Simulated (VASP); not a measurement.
The input files of a VASP run:

INCAR:
```
SYSTEM=LiI
PREC=Accurate; ENCUT=520; LREAL=.FALSE.
LASPH=.TRUE.
EDIFF=1E-7; NELM=100; ALGO=Normal
LMAXMIX=4
ISMEAR=-5
ISIF=2
LWAVE=.FALSE.; LCHARG=.TRUE.; LORBIT=11
NEDOS=601
```

**KPOINTS**
```
Automatic
0
Gamma
 9 9 9
```

### POSCAR
```
LiI
1
    0.0000000000     2.9024681097     2.9024681097
    2.9024681097     0.0000000000     2.9024681097
    2.9024681097     2.9024681097     0.0000000000
Li I
1 1
Direct
  0.0000000000   0.0000000000   0.0000000000
  0.5000000000   0.5000000000   0.5000000000
```

POTCAR, in this order: Li_sv I (LDA.64 set). Program: vasp_std.

Q: Translate this LDA calculation to Ansatz.

A: One equivalent input (not run):
Ansatz 0.2 input:
```yaml
crystal:
  lattice:
    - [0.0000000, 2.9024681, 2.9024681]
    - [2.9024681, 0.0000000, 2.9024681]
    - [2.9024681, 2.9024681, 0.0000000]
  atoms:
    - { symbol: Li, position: [0.0000000, 0.0000000, 0.0000000] }
    - { symbol: I, position: [0.5000000, 0.5000000, 0.5000000] }
kpoints:
  mp_grid: { grid: [9, 9, 9] }
hamiltonian:
  xc: lda
  pseudopotentials: { kind: paw }
scf:
  occupations: { method: tetrahedron }
  max_iter: 100
output: { forces: true, stress: true, eigenvalues: true }
```
Limits of the translation: each code has its own PAW files, so the cut-off isn't converted (ENCUT is set for VASP's; basis.ecutwfc is left out, and Ansatz then takes the one that its files recommend); Ansatz stops its SCF on the density residual and VASP on the energy change (EDIFF); Ansatz's lda is the Perdew-Wang form, while the LDA potentials of VASP carry Perdew-Zunger's.

The compound is LiI in the rock salt structure. It was relaxed first, which changed the volume by -10 %.
